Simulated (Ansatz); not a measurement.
# Ag(111) with 4 layers of random Ag-Ru, 2x2: scattering by chemical disorder, part 2 of 2

Wanted: resistance against the alloy's length, first Ag(111) with 4 layers of random Ag-Ru, 2x2.

Ansatz 0.2.0; Ansatz plane-wave DFT, PBE, PAW files; ballistic transport by layer matching (Landauer), zero bias; PAW set soft_1.

So far. Step 3 (With 8 alloy layers): Over the solved energies the transmission per spin lies between 1.04 and 1.21, out of 3.27 channels of the lead on average (up to 3.33). The log calls the step of a lead's potential too much.

### Step 4. With 12 alloy layers

In 12 layers a share of 0.125 of the sites is given to Ru at random. A fresh draw is used; the growth of the resistance with length is what counts.

System of this step: Ag(111) with 12 layers of random Ag-Ru, 2x2. The cell holds 72 atoms: 66 Ag and 6 Ru. Its edges and angles: a = 5.779 Å, b = 5.779 Å, c = 42.465 Å, α = 90.0°, β = 90.0°, γ = 120.0°. It derives from Ag. Regions: lead, 24 atoms (24 Ag); scattering region, 48 atoms (42 Ag and 6 Ru). The structure is stacked along c, and the current runs across the ab planes.

input.yaml

```yaml
crystal:
  lattice:
    - [5.7787594586, 0.0, 0.0]
    - [-2.8893797293, 5.0045524935, 0.0]
    - [0.0, 0.0, 42.4650360593]
  atoms:
    - { symbol: Ag, position: [0.0, 0.0, 0.0277777778] }
    - { symbol: Ag, position: [0.0, 0.5, 0.0277777778] }
    - { symbol: Ag, position: [0.5, 0.0, 0.0277777778] }
    - { symbol: Ag, position: [0.5, 0.5, 0.0277777778] }
    - { symbol: Ag, position: [0.1666666667, 0.3333333333, 0.0833333333] }
    - { symbol: Ag, position: [0.1666666667, 0.8333333333, 0.0833333333] }
    - { symbol: Ag, position: [0.6666666667, 0.3333333333, 0.0833333333] }
    - { symbol: Ag, position: [0.6666666667, 0.8333333333, 0.0833333333] }
    - { symbol: Ag, position: [0.3333333333, 0.1666666667, 0.1388888889] }
    - { symbol: Ag, position: [0.3333333333, 0.6666666667, 0.1388888889] }
    - { symbol: Ag, position: [0.8333333333, 0.1666666667, 0.1388888889] }
    - { symbol: Ag, position: [0.8333333333, 0.6666666667, 0.1388888889] }
    - { symbol: Ag, position: [0.0, 0.0, 0.1944444444] }
    - { symbol: Ag, position: [0.0, 0.5, 0.1944444444] }
    - { symbol: Ag, position: [0.5, 0.0, 0.1944444444] }
    - { symbol: Ag, position: [0.5, 0.5, 0.1944444444] }
    - { symbol: Ag, position: [0.1666666667, 0.3333333333, 0.25] }
    - { symbol: Ag, position: [0.1666666667, 0.8333333333, 0.25] }
    - { symbol: Ag, position: [0.6666666667, 0.3333333333, 0.25] }
    - { symbol: Ag, position: [0.6666666667, 0.8333333333, 0.25] }
    - { symbol: Ag, position: [0.3333333333, 0.1666666667, 0.3055555556] }
    - { symbol: Ag, position: [0.3333333333, 0.6666666667, 0.3055555556] }
    - { symbol: Ag, position: [0.8333333333, 0.1666666667, 0.3055555556] }
    - { symbol: Ag, position: [0.8333333333, 0.6666666667, 0.3055555556] }
    - { symbol: Ag, position: [0.0, 0.0, 0.3611111111] }
    - { symbol: Ru, position: [0.0, 0.5, 0.3611111111] }
    - { symbol: Ag, position: [0.5, 0.0, 0.3611111111] }
    - { symbol: Ag, position: [0.5, 0.5, 0.3611111111] }
    - { symbol: Ag, position: [0.1666666667, 0.3333333333, 0.4166666667] }
    - { symbol: Ag, position: [0.1666666667, 0.8333333333, 0.4166666667] }
    - { symbol: Ag, position: [0.6666666667, 0.3333333333, 0.4166666667] }
    - { symbol: Ru, position: [0.6666666667, 0.8333333333, 0.4166666667] }
    - { symbol: Ag, position: [0.3333333333, 0.1666666667, 0.4722222222] }
    - { symbol: Ag, position: [0.3333333333, 0.6666666667, 0.4722222222] }
    - { symbol: Ru, position: [0.8333333333, 0.1666666667, 0.4722222222] }
    - { symbol: Ag, position: [0.8333333333, 0.6666666667, 0.4722222222] }
    - { symbol: Ag, position: [0.0, 0.0, 0.5277777778] }
    - { symbol: Ru, position: [0.0, 0.5, 0.5277777778] }
    - { symbol: Ag, position: [0.5, 0.0, 0.5277777778] }
    - { symbol: Ag, position: [0.5, 0.5, 0.5277777778] }
    - { symbol: Ag, position: [0.1666666667, 0.3333333333, 0.5833333333] }
    - { symbol: Ag, position: [0.1666666667, 0.8333333333, 0.5833333333] }
    - { symbol: Ru, position: [0.6666666667, 0.3333333333, 0.5833333333] }
    - { symbol: Ag, position: [0.6666666667, 0.8333333333, 0.5833333333] }
    - { symbol: Ag, position: [0.3333333333, 0.1666666667, 0.6388888889] }
    - { symbol: Ag, position: [0.3333333333, 0.6666666667, 0.6388888889] }
    - { symbol: Ag, position: [0.8333333333, 0.1666666667, 0.6388888889] }
    - { symbol: Ag, position: [0.8333333333, 0.6666666667, 0.6388888889] }
    - { symbol: Ag, position: [0.0, 0.0, 0.6944444444] }
    - { symbol: Ru, position: [0.0, 0.5, 0.6944444444] }
    - { symbol: Ag, position: [0.5, 0.0, 0.6944444444] }
    - { symbol: Ag, position: [0.5, 0.5, 0.6944444444] }
    - { symbol: Ag, position: [0.1666666667, 0.3333333333, 0.75] }
    - { symbol: Ag, position: [0.1666666667, 0.8333333333, 0.75] }
    - { symbol: Ag, position: [0.6666666667, 0.3333333333, 0.75] }
    - { symbol: Ag, position: [0.6666666667, 0.8333333333, 0.75] }
    - { symbol: Ag, position: [0.3333333333, 0.1666666667, 0.8055555556] }
    - { symbol: Ag, position: [0.3333333333, 0.6666666667, 0.8055555556] }
    - { symbol: Ag, position: [0.8333333333, 0.1666666667, 0.8055555556] }
    - { symbol: Ag, position: [0.8333333333, 0.6666666667, 0.8055555556] }
    - { symbol: Ag, position: [0.0, 0.0, 0.8611111111] }
    - { symbol: Ag, position: [0.0, 0.5, 0.8611111111] }
    - { symbol: Ag, position: [0.5, 0.0, 0.8611111111] }
    - { symbol: Ag, position: [0.5, 0.5, 0.8611111111] }
    - { symbol: Ag, position: [0.1666666667, 0.3333333333, 0.9166666667] }
    - { symbol: Ag, position: [0.1666666667, 0.8333333333, 0.9166666667] }
    - { symbol: Ag, position: [0.6666666667, 0.3333333333, 0.9166666667] }
    - { symbol: Ag, position: [0.6666666667, 0.8333333333, 0.9166666667] }
    - { symbol: Ag, position: [0.3333333333, 0.1666666667, 0.9722222222] }
    - { symbol: Ag, position: [0.3333333333, 0.6666666667, 0.9722222222] }
    - { symbol: Ag, position: [0.8333333333, 0.1666666667, 0.9722222222] }
    - { symbol: Ag, position: [0.8333333333, 0.6666666667, 0.9722222222] }
kpoints:
  mp_grid: { grid: [4, 4, 1] }
hamiltonian:
  xc: pbe
  pseudopotentials: { kind: paw, azcp: { folder: soft_1 } }
scf:
  occupations: { method: fermi_dirac, width: 0.1 }
output:
  transmission: { leads: [[0, 4]], kmesh: [8, 8], e_range: [-0.05, 0.05], de: 0.05 }
  write_potential: true
  write_density: true
  volumetric_format: npy
```

Run with:

```console
> ansatz run input.yaml --threads 4 --pin off --max-ram 15360MiB --backend cpu --events-out ev --progress --plain --runs-dir out
```

Numbers of over 12 decimals in the logs are rounded to 6 here.

Output:

```text
[...]
Crystal: 72 atoms, lattice volume = 1228.093 Å³
Basis set: ecut = 420 eV, 24081 PW (Γ)
Bands: 810, of which v1, the nominal top of the filled ones, is band 675 counted from 1 (674 counted from 0)
Symmetry: 1 space group operations
[...]
k-points: 10 of 16 (time reversal used)
[...]
SCF iter   1: F=—  HF=-536261.809582 eV  |F-HF|=—  |Δ(HF+E_count)|=         —  Δρ=8.12e-2  dr2=1.08e2  ethr=3.10e-3  ⟨swp⟩=4.0  Hψ=24014  notcnv=0  defer=213
[...]
SCF iter  13: F=-536240.867763 eV  HF=-536240.867763 eV  |F-HF|=4.82e-8  |Δ(HF+E_count)|=   1.34e-8  Δρ=5.83e-7  dr2=5.05e-8  ethr=7.41e-12  ⟨swp⟩=7.3  Hψ=30197  notcnv=0
SCF 1 converged in 13 iterations: F = -536240.867763 eV  dr2 = 5.05e-8
[...]
transmission: 216 of 2142 steps passed
transmission: 432 of 2142 steps passed
[...]
transmission: 2142 of 2142 steps passed
SCF converged after 13 iterations
Free energy (F): -536240.867763 eV
[...]
Internal energy: -536239.520492 eV  (E = F + TS)
E sigma→0 (E₀):  -536240.194128 eV
Entropy (-TS):   -1.347270 eV (-18.712 meV/atom)
Fermi energy:    17.113429 eV
[...]
--- Band table (eV; the first three rows and the last of 10) ---
  k-point 0: bands = [... 671 lower, 17.2573, 17.2743, 17.3700, 17.4408, 17.6491, 17.6576, 17.6630, 17.6779, ... 131 higher]
  k-point 1: bands = [... 671 lower, 16.9900, 17.0305, 17.0833, 17.1165, 17.1373, 17.1615, 17.2739, 17.3034, ... 131 higher]
  k-point 2: bands = [... 671 lower, 16.8309, 16.8581, 16.9268, 17.0238, 17.0316, 17.1174, 17.1306, 17.1692, ... 131 higher]
  k-point 9: bands = [... 671 lower, 16.8161, 16.9244, 16.9533, 17.0235, 17.0653, 17.1386, 17.1949, 17.3319, ... 131 higher]
--- Transmission ---
  basis      : 253 plane waves across, 63 finite elements along
  points     : 34, standing for a mesh of 8 x 8
[...]
channels       : 3.234375e0 a spin
[...]
junction   : crystal 0 to crystal 0, 1.66 to 41.77 Å
    transmission   : 9.514064e-1 a spin
[...]
```

Run time: 25 min. Hardware: 4 threads of Arm Neoverse V1, shared host; peak memory 8 GiB; 1.5 h of CPU time.

Numbers from this step:

```
free energy                                   : -536240.8678 eV
energy at zero smearing                       : -536240.1941 eV
transmission per spin nearest the Fermi level : 0.9514
step of the lead's potential                  : 13.5 meV
```

Per spin. Table of transmission, zone mean by energy, zero at the Fermi level:

| energy (eV) | transmission, zone mean |
| --- | --- |
| -0.0500 | 0.877 |
| 0.0000 | 0.951 |
| 0.0500 | 1.14 |

Over the solved energies the transmission per spin lies between 0.877 and 1.14, out of 3.27 channels of the lead on average (up to 3.33).

### Step 5. The fit

This step: Ansatz plane-wave DFT, PBE, PAW files; ballistic transport by layer matching (Landauer), zero bias; residual resistivity from the slope of the area resistance, atoms on the host's lattice; PAW set soft_1 (Ansatz 0.2.0).

This step gave:

* resistivity: 97.95 µΩ cm
* intercept: 0.01985 fΩ m²
* scatter about the fit: 0.2353 fΩ m²

Resistance, by row:

| run | length (Å) | T | channels N | RA (fΩ m²) |
| --- | --- | --- | --- | --- |
| n4 | 9.437 | 1.943 | 3.266 | 0.7778 |
| n8 | 18.87 | 1.116 | 3.266 | 2.201 |
| n12 | 28.31 | 0.9902 | 3.266 | 2.626 |

The area resistance by length of the alloy:

| length of the alloy (Å) | area resistance (fΩ m²) |
| --- | --- |
| 9.44 | 0.778 |
| 18.87 | 2.20 |
| 28.31 | 2.63 |

The area resistance goes from 0.78 to 2.6 fΩ m² between 9.4 and 28.3 Å, a slope of 98 µΩ cm.

By hand from the end points: (2.626 − 0.7778) fΩ m² / (28.31 − 9.44) Å = 98 µΩ cm, since 1 fΩ m² per Å is 1000 µΩ cm.

### Step 6. Summary of results

```
resistivity from the slope  : 98.0 µΩ cm
area resistance over 9.44 Å : 0.778 fΩ m²
area resistance over 18.9 Å : 2.20 fΩ m²
area resistance over 28.3 Å : 2.63 fΩ m²
```

The slope gives 98 µΩ cm. The points scatter by 0.24 fΩ m² about the line, with one random draw a length in a 2x2 cell, so the slope is a rough value. Read with a model of isotropic scattering on a spherical Fermi surface and the lead's 0.87×10¹⁵ S/m², this slope means a mean free path near 8.8 Å; over these lengths the model's slope is within 3 % of its bulk resistivity. The draw over the shortest length came out nearly ordered, with 8 symmetry operations, so that point is a poor sample of a random alloy. The atoms sit on the host's lattice, so scattering by size misfit is left out. A lead's potential steps by up to 33 meV from period to period, which the log calls too much, so longer leads could move the result.

[Logs are printed without paths, hosts, clocks, repeated set-up lines and the standing remarks that a program may print on its own settings, such as how far it seeks lower states.]

[Hosts, paths, dates, database ids (printed as entryN), source tags and the programs' standing remarks are cut or masked in the printed files.]
